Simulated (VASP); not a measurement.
AlN:

```xyz
4
Lattice="3.1286 0.0000 0.0000 -1.5643 2.7094 0.0000 0.0000 0.0000 5.0170" Properties=species:S:1:pos:R:3 pbc="T T T"
Al    1.5643    0.9031    2.5049
Al    0.0000    1.8063    5.0134
N     1.5643    0.9031    4.4185
N     0.0000    1.8063    1.9100
```

The cell is a database's computed one.

| Quantity | Value |
| --- | --- |
| Program | VASP 6.6.1 |
| Task | relaxation of cell and atoms |
| Functional | PBE |
| Dispersion | D3(BJ) |
| Potentials or basis | VASP PAW PBE potentials, release 64 (Al, N) |
| Cutoff | 600 eV |
| k mesh | 9 × 9 × 6 |
| Occupations | gaussian, width 0.02 eV |
| Spin | no spin polarisation |

At the start: pressure -4.2 GPa; volume 10.63 Å³/atom.

Question: How do energy, volume and symmetry change on relaxing?

Answer: Over 7 steps the energy falls by 3.1 meV/atom and the volume is 10.40 Å³/atom (-2.2 %); space group P6_3mc (No. 186, to 0.05 Å).

Step by step:
| step | energy change (eV) | largest force (eV/Å) | pressure (GPa) | volume (Å³) |
| --- | --- | --- | --- | --- |
| 1 | 0.0000 | 0.0025 | -4.24 | 42.53 |
| 2 | -0.0027 | 0.0139 | 4.03 | 40.82 |
| 3 | -0.0125 | 0.0087 | 0.00 | 41.61 |
| 4 | -0.0125 | 0.0088 | 0.08 | 41.59 |
| 5 | -0.0125 | 0.0095 | -0.07 | 41.62 |
| 6 | -0.0125 | 0.0096 | -0.09 | 41.62 |
| 7 | -0.0125 | 0.0004 | 0.00 | 41.60 |

Final structure:
```yaml
crystal:
  lattice:
    - [3.10719, 0.00000, 0.00000]
    - [-1.55360, 2.69091, 0.00000]
    - [0.00000, 0.00000, 4.97577]
  atoms:
    - { symbol: Al, position: [0.66667, 0.33333, 0.49907] }
    - { symbol: Al, position: [0.33333, 0.66667, 0.99907] }
    - { symbol: N, position: [0.66667, 0.33333, 0.88093] }
    - { symbol: N, position: [0.33333, 0.66667, 0.38093] }
```
